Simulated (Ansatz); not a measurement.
TiS2, DFT, PBEsol, all-electron LAPW, scalar-relativistic (Ansatz 0.2.0), run on 1 thread of Intel(R) Xeon(R) Platinum 8488C (Sapphire Rapids) on a shared host.

The cell comes from COD entry 1537865, which wasn't checked; take it as a given geometry. It is an old determination, and later ones may differ. The listed cell was then made from it by scaling, straining or moving an atom.

Command: `ansatz run input.yaml --threads 1 --pin off --max-ram 6144MiB --backend cpu --events-out ev --progress --plain --runs-dir out`

```yaml
crystal:
  lattice:
    - [3.456900466, 0.0, 0.0]
    - [-1.728450233, 2.9937636219, 0.0]
    - [0.0, 0.0, 5.7699428048]
  atoms:
    - { symbol: Ti, position: [0.0, 0.0, 0.0] }
    - { symbol: S, position: [0.3333333333, 0.6666666667, 0.25] }
    - { symbol: S, position: [0.6666666667, 0.3333333333, 0.75] }
kpoints:
  mp_grid: { grid: [14, 14, 7] }
  band_path:
    path:
      - [0.0, 0.0, 0.0]
      - [0.5, 0.0, 0.0]
      - [0.3333333333, 0.3333333333, 0.0]
      - [0.0, 0.0, 0.0]
      - [0.0, 0.0, 0.5]
      - [0.5, 0.0, 0.5]
      - [0.3333333333, 0.3333333333, 0.5]
      - [0.0, 0.0, 0.5]
      - [0.5, 0.0, 0.5]
    npoints: 5
scf:
  occupations: { method: fermi_dirac, width: 0.05 }
hamiltonian:
  xc: pbesol
  pseudopotentials: { kind: all_electron, lapw: { basis_error: 0.001 } }
output:
  forces: true
  stress: true
  eigenvalues: true
```

Q: How large is the problem that the program sets up?

A: 144 irreducible k-points, 549 plane waves at Γ, 24 bands.

Q: About how long does it take, and how much memory does it use?

A: 39 s of wall time for 9 SCF iterations, with a peak of 0.66 GiB. Times on shared machines scatter by tens of per cent.
